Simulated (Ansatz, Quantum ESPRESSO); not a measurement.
Given: the input of a run of Quantum ESPRESSO 7.5 on Y. Atoms were shifted at random by some hundredths of an Å from the given cell, which wasn't relaxed again for these runs. 

File pw.in:

```
&CONTROL
  calculation = 'scf'
  prefix = 'pwscf'
  outdir = './tmp'
  pseudo_dir = './pseudo'
  tprnfor = .true.
  tstress = .true.
  disk_io = 'nowf'
/
&SYSTEM
  ibrav = 0
  nat = 2
  ntyp = 1
  ecutwfc = 45
  ecutrho = 360
  nbnd = 18
  occupations = 'smearing'
  smearing = 'fd'
  degauss = 0.00367493
/
&ELECTRONS
  conv_thr = 4d-10
  electron_maxstep = 120
  mixing_beta = 0.5
/
ATOMIC_SPECIES
Y     88.9058 y_pbesol_v1.4.uspp.F.UPF
CELL_PARAMETERS angstrom
   3.6474000000    0.0000000000    0.0000000000
  -1.8237000000    3.1587410578    0.0000000000
   0.0000000000    0.0000000000    5.7306000000
ATOMIC_POSITIONS crystal
Y      0.6700770000    0.3217800000    0.7512290000
Y      0.3305060000    0.6741340000    0.2556330000
K_POINTS automatic
8 8 5 0 0 0
```

Potentials or basis: GBRV 1.5 PBEsol.

Run with:

```sh
$ OMP_NUM_THREADS=1 mpirun -n 2 pw.x -nk 2 -in pw.in > pw.out
```

Task: Translate it to Ansatz 0.2.0. Potentials or basis there: Ansatz PAW, cutoff 420 eV.

Result: As run (cutoffs and basis follow the program's own potentials, and thresholds, step limits or extra output files can differ):

File input.yaml:

```yaml
crystal:
  lattice:
    - [3.6474, 0.0, 0.0]
    - [-1.8237, 3.1587410578, 0.0]
    - [0.0, 0.0, 5.7306]
  atoms:
    - { symbol: "Y", position: [0.670077, 0.32178, 0.751229] }
    - { symbol: "Y", position: [0.330506, 0.674134, 0.255633] }
hamiltonian:
  xc: pbesol
  pseudopotentials: { kind: paw }
kpoints:
  mp_grid: { grid: [8, 8, 5] }
scf:
  occupations: { method: fermi_dirac, width: 0.05 }
output:
  forces: true
  stress: true
  eigenvalues: true
  write_density: true
  write_potential: true
  elf: true
  volumetric_format: npy
```

Potentials or basis: Ansatz PAW.

Run with:

```console
$ ansatz run input.yaml --threads 1 --pin off --max-ram 3584MiB --backend cpu --events-out ev --progress --plain --runs-dir out
```

Both were run:

|  | Quantum ESPRESSO | Ansatz |
| --- | --- | --- |
| Pressure | -2.1 GPa | -2.0 GPa |
| Largest force | 0.117 eV/Å | 0.117 eV/Å |
| Energy over the undisturbed cell | 2.2 meV/atom | 2.2 meV/atom |

Ansatz's pressure holds a Pulay term of +0.00 GPa for its cutoff of 420 eV, which the other run lacks.

Ansatz's potentials were made for PBE.

Where Ansatz's input types no cutoff or centring, it takes its own default and a Γ-centred mesh.

Pressure is positive in compression.
